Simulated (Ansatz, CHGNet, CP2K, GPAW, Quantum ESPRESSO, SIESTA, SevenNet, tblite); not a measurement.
# Running RbB6H6 (Fm-3) (104 atoms) with tblite

How near does tblite come to plane waves for RbB6H6 (Fm-3) (104 atoms)?

Calculated with tblite 0.8.0; the method is named at each step.

## (1) Set-up

The cell holds 104 atoms: 8 Rb, 48 B and 48 H. Cell: a = 10.850 Å, b = 10.850 Å, c = 10.850 Å, α = 90.0°, β = 90.0°, γ = 90.0°. It derives from RbB6H6 (Fm-3), repeated 1×1×1. RbB6H6, space group Fm-3, structure from the Crystallography Open Database, 1 x 1 x 1 conventional cells; every coordinate displaced by a Gaussian of 0.02 Å; bonds to H set to neutron lengths (C-H 1.089, N-H 1.015, O-H 0.983, B-H 1.19 Å) where the listed ones are shorter. Then every atom was moved at random, 0.05 Å r.m.s. a Cartesian component (hydrogen 0.6 of that).

The yardstick, on the same geometry:

```
method                                           : Kohn-Sham DFT, PBE, SSSP efficiency 1.3.0 pseudopotentials, plane waves (Quantum ESPRESSO 7.5); sssp-pbe-1.3.0-efficiency, cutoffs 45/360 Ry, Γ point
r.m.s. force component                           : 1.632 eV/Å
longest force                                    : 8.548 eV/Å
pressure                                         : 3.51 GPa
gap (highest filled to lowest empty level) : 4.06 eV
time                                             : 2.5 min on 2 MPI ranks of Arm Neoverse V1, shared host
CPU time                                         : 5 min
```

## (2) GFN1-xTB

Method: GFN1-xTB tight binding, diagonalisation.

Input file run.py:

```python
import numpy as np
from ase.io import read
from tblite.ase import TBLite

atoms = read("structure.xyz")
atoms.calc = TBLite(method="GFN1-xTB", electronic_temperature=580, accuracy=1.0, max_iterations=250, mixer_damping=0.1, verbosity=1)
energy = atoms.get_potential_energy()
forces = atoms.get_forces()
print(f"energy {energy:.6f} eV")
print("forces (eV/A)")
for i, (a, f) in enumerate(zip(atoms, forces)):
    print(f"{i:4d} {a.symbol:2s} {f[0]:10.5f} {f[1]:10.5f} {f[2]:10.5f}")
stress = -atoms.get_stress(voigt=False) * 160.21766
print("stress (GPa, compression positive)")
for row in stress:
    print(" ".join(f"{x:10.4f}" for x in row))
print("charges (e)")
print(np.array2string(atoms.get_charges(), precision=4, suppress_small=True, max_line_width=110, threshold=100000))
```

Input file structure.xyz:

```xyz
104
Lattice="10.85000 0.00000 0.00000 0.00000 10.85000 0.00000 0.00000 0.00000 10.85000" Properties=species:S:1:pos:R:3 pbc="T T T"
Rb 2.72834 2.62657 8.24133
Rb 8.13251 8.08770 8.10788
Rb 8.20520 2.74483 2.75123
Rb 2.64675 8.20737 2.74863
Rb 8.17048 8.18806 2.65304
Rb 2.81557 2.73377 2.74255
Rb 2.63156 8.25370 8.18774
Rb 8.10647 2.74820 8.16734
B 10.82157 4.61733 6.78168
B 10.83915 6.18971 6.98143
B 0.00293 4.63946 4.01049
B 10.82776 6.30624 4.00181
B 6.85904 0.01790 4.57512
B 6.85416 10.76667 6.21803
B 3.94376 10.79325 4.56362
B 3.97012 0.05751 6.30276
B 4.73331 6.94150 0.01389
B 6.20967 6.87868 0.03863
B 4.72745 4.03663 10.83611
B 6.18884 4.05258 10.77882
B 0.00488 10.05350 1.41885
B 0.03136 0.89632 1.39813
B 10.82591 10.01965 9.38905
B 10.84816 0.91834 9.44351
B 6.90461 5.42033 10.03853
B 6.88877 5.49238 0.77740
B 3.99096 5.43227 10.11535
B 3.95504 5.36760 0.83979
B 4.60279 1.39130 5.40254
B 6.21477 1.45564 5.42120
B 4.59942 9.50254 5.38540
B 6.15401 9.39664 5.42066
B 5.44214 4.61158 1.42048
B 5.49835 6.27521 1.42602
B 5.43184 4.65009 9.39480
B 5.58840 6.31578 9.36518
B 1.43556 0.03353 10.01064
B 1.35397 10.76613 0.80474
B 9.40424 10.80671 10.01639
B 9.37299 10.82396 0.86583
B 10.04688 6.93684 5.44008
B 0.76612 6.83843 5.46146
B 10.07705 4.03512 5.45137
B 0.88710 3.87182 5.49791
B 5.39158 9.95748 6.92740
B 5.36522 0.86149 6.86881
B 5.38160 10.11318 3.98792
B 5.45343 0.80832 4.04824
B 1.53343 5.45343 4.70966
B 1.52963 5.51082 6.16627
B 9.45241 5.43965 4.57881
B 9.34152 5.44627 6.19123
B 9.97332 1.47083 0.00228
B 0.88200 1.40844 10.81539
B 9.99524 9.36832 10.84468
B 0.81592 9.37950 0.01769
[... 44 atom lines left out ...]
H 9.74872 2.61420 0.01378
H 1.16920 2.64208 0.00976
H 9.71476 8.23645 10.83394
H 1.12135 8.22311 10.81300
```

Launch:

```bash
> OMP_NUM_THREADS=1 python run.py > output.txt
```

Log:

```text
------------------------------------------------------------
  cycle        total energy    energy error   density error
------------------------------------------------------------
      1     -94.55694319359  -9.6005085E+01   7.6141475E-01
      2     -93.76389889524   7.9304430E-01   6.8367556E-01
      3      96.33941108117   1.9010331E+02   6.9440700E-01
      4     -87.18785119993  -1.8352726E+02   1.1340145E-01
      5     -96.30614562746  -9.1182944E+00   1.9613433E-02
      6     -91.27326031943   5.0328853E+00   8.4818112E-02
      7     -95.67536492412  -4.4021046E+00   3.2974514E-02
      8     -96.43486580967  -7.5950089E-01   7.7197898E-03
      9     -96.47581229588  -4.0946486E-02   2.1177314E-03
     10     -96.47761669767  -1.8044018E-03   1.3209127E-03
     11     -96.47801743481  -4.0073714E-04   8.9774304E-04
     12     -96.47798354040   3.3894411E-05   8.8219876E-04
     13     -96.47835848143  -3.7494103E-04   5.0979869E-04
     14     -96.47847019599  -1.1171456E-04   3.3120704E-04
     15     -96.47854331676  -7.3120778E-05   1.0656815E-04
     16     -96.47855034008  -7.0233166E-06   4.3271377E-05
     17     -96.47855171263  -1.3725465E-06   3.4698868E-06
     18     -96.47855171856  -5.9378351E-09   5.7947584E-07
------------------------------------------------------------
 total:                                   3.160 sec
energy -2625.315114 eV
forces (eV/A)
   0 Rb    0.03290   -0.06770    0.10913
   1 Rb   -0.01357   -0.00888   -0.04180
   2 Rb    0.02788    0.01515    0.01177
   3 Rb   -0.06018    0.05371    0.04913
   4 Rb   -0.02171    0.03901    0.00121
   5 Rb    0.08666    0.00698   -0.05818
   6 Rb   -0.04088    0.07531    0.01582
   7 Rb   -0.01582    0.01246    0.02033
   8 B     1.12469   -2.35923    4.19201
   9 B     0.13612    2.11755   -2.83328
  10 B     1.29150   -2.52327   -1.96534
  11 B     0.76238    0.83361   -2.23029
  12 B     2.02480   -0.19517   -0.73899
  13 B     1.25291    0.48575    2.31952
  14 B    -2.51445    1.18738   -0.56931
  15 B    -2.13901   -0.73040    1.05591
  16 B    -7.78430    1.48237   -0.83316
  17 B     7.42995    3.62226   -1.05569
  18 B    -8.78379   -4.37018    0.46935
  19 B     8.10890   -4.17208    0.92627
  20 B    -1.32676   -2.24070    2.98522
  21 B    -0.89373    0.76908    1.66367
  22 B     0.29528   -0.22743   -0.36310
  23 B    -0.42154    0.11776   -2.80221
[...]
96 H     0.21486    0.18364   -1.08730
  97 H    -0.28244    0.30661    1.16958
  98 H    -0.06036   -0.09201   -1.65509
  99 H     0.21099   -0.09671    0.86747
 100 H    -1.49433    0.65843    0.00979
 101 H     1.05414   -1.03771   -0.08420
 102 H    -1.44939   -0.63333    0.04179
 103 H     1.26224    0.01473    0.07461
stress (GPa, compression positive)
    8.0398    -0.2876     0.2896
   -0.2876     5.6663     0.2327
    0.2896     0.2327     7.7598
charges (e)
[ 0.5448  0.5598  0.5487  0.548   0.5557  0.5455  0.553   0.5487  0.0005  0.0182  0.0084  0.0179  0.0273
 -0.0007  0.0318  0.0228  0.0274  0.0547  0.064   0.043   0.0315  0.0145  0.0038  0.023   0.016   0.0206
 -0.0024  0.0122  0.0249  0.0245  0.0179  0.033   0.0251  0.0222  0.0378  0.0114  0.0217  0.0391  0.0165
  0.006   0.0156  0.0363  0.0402  0.0243  0.0185  0.0201  0.0478  0.0395  0.022   0.0293  0.0141  0.0323
  0.0125  0.0373  0.0186  0.0233 -0.1294 -0.0909 -0.1309 -0.1136 -0.1059 -0.1172 -0.1048 -0.1176 -0.1264
 -0.1306 -0.1502 -0.1399 -0.1261 -0.1083 -0.1041 -0.121  -0.108  -0.1195 -0.1215 -0.0955 -0.126  -0.1036
 -0.1296 -0.1271 -0.1148 -0.1067 -0.1178 -0.0973 -0.1109 -0.1403 -0.1192 -0.0919 -0.1026 -0.1428 -0.1384
 -0.0815 -0.0911 -0.1162 -0.1291 -0.136  -0.1082 -0.1117 -0.1094 -0.1111 -0.0972 -0.1191 -0.102  -0.1072]
```

Wall time 3.8 s (1 thread of Arm Neoverse V1, shared host); peak memory 0.12 GiB.

Banners, paths, timers and routine set-up lines are dropped from the logs unmarked, and long logs keep their key lines alone; longer cuts are marked.

Numbers from this run, and their distance from the reference:

| Quantity | Value |
| --- | --- |
| r.m.s. force component | 1.848 eV/Å |
| r.m.s. difference of force components | 560.6 meV/Å |
| longest difference of force vectors | 2012 meV/Å |
| force difference over r.m.s. force | 34.34 % |
| slope of forces against the reference's | 1.082 |
| correlation of force components | 0.9556 |
| pressure | 7.155 GPa |
| pressure difference | 3.645 GPa |

Length of the force difference by element (eV/Å):

| element | atoms | mean | most |
| --- | --- | --- | --- |
| B | 48 | 1.4 | 2.0 |
| H | 48 | 0.30 | 0.57 |
| Rb | 8 | 0.17 | 0.28 |

Local excerpt of 13 atoms (numbers count through the whole input) about Rb4, one of the 8 Rb atoms; x, y, z are measured from there.

| atom | x | y | z | distance (Å) | bonds | Mulliken charge (e) | Fx | Fy | Fz (eV/Å) |
| --- | --- | --- | --- | --- | --- | --- | --- | --- | --- |
| Rb4 | 0.00 | 0.00 | 0.00 | 0.00 | 12 | 0.55 | -0.06 | 0.05 | 0.05 |
| H69 | -2.60 | 1.51 | -0.11 | 3.01 | 1 | -0.13 | -0.07 | -0.88 | -0.89 |
| H90 | -1.49 | -0.12 | 2.64 | 3.03 | 1 | -0.14 | 0.77 | -1.29 | 0.24 |
| H63 | 0.09 | 2.63 | 1.57 | 3.07 | 1 | -0.10 | 0.62 | -0.03 | -1.17 |
| H60 | -2.60 | -1.66 | 0.03 | 3.09 | 1 | -0.11 | -0.01 | 1.24 | 0.74 |
| H79 | 1.65 | 0.08 | 2.65 | 3.12 | 1 | -0.13 | -1.33 | 0.66 | -0.15 |
| H86 | -0.02 | 2.68 | -1.63 | 3.14 | 1 | -0.14 | -1.46 | -0.40 | 0.97 |
| H97 | -0.02 | -2.80 | 1.49 | 3.17 | 1 | -0.11 | 0.21 | 0.18 | -1.09 |
| H104 | -1.53 | 0.02 | -2.79 | 3.18 | 1 | -0.11 | 1.26 | 0.01 | 0.07 |
| H95 | 2.81 | 1.47 | 0.05 | 3.18 | 1 | -0.13 | -0.22 | -0.61 | 1.03 |
| H65 | 1.61 | -0.06 | -2.76 | 3.19 | 1 | -0.13 | -0.36 | -1.34 | 0.05 |
| H76 | 0.17 | -2.78 | -1.57 | 3.20 | 1 | -0.10 | -0.03 | -0.07 | 1.19 |
| H82 | 2.82 | -1.63 | -0.17 | 3.26 | 1 | -0.11 | 0.15 | 1.23 | 0.08 |

Atoms are counted from 1 here, from 0 in the log.

Forces lie 34 % from the reference's, at 0.013 times its CPU time (on 1 against 2 cores).

The difference per atom is largest on B (1.4 eV/Å on average, against 0.30 on H).

## (3) Outcome

* force difference from the reference: tblite GFN1-xTB, 34 %
* its CPU time: 3.8 s

Tight binding differs by 34 % (tblite GFN1-xTB); it is another model, with fitted parameters of its own, and the xTB methods hold dispersion. One electronic-structure run takes under half the reference's CPU time: tblite GFN1-xTB, at 34 % in 3.8 s against 5 min; its pressure misses by +3.6 GPa. Periodic xTB results under one method name differ between programs and library versions. The reference's pressure holds the uncorrected Pulay stress of its 45 Ry basis, so small pressure differences, and their order, may be the reference's own error. The published positions, changed by the recipe (random displacements or longer bonds to H), lie far from the minimum at this level of theory. The reference's pressure of 3.5 GPa belongs to a cell and atoms that aren't relaxed at this level. The electronic-structure runs sample only Γ, in a cell whose shortest periodic width is 11 Å.

[Also dropped from logs without a mark: logging warnings of Python, and SIESTA's first energy breakdown and zero terms.]

[Logs are printed without paths, hosts, clocks, repeated set-up lines and the standing remarks that a program may print on its own settings, such as how far it seeks lower states.]

[Hosts, paths, dates, database ids (printed as entryN), source tags and the programs' standing remarks are cut or masked in the printed files.]
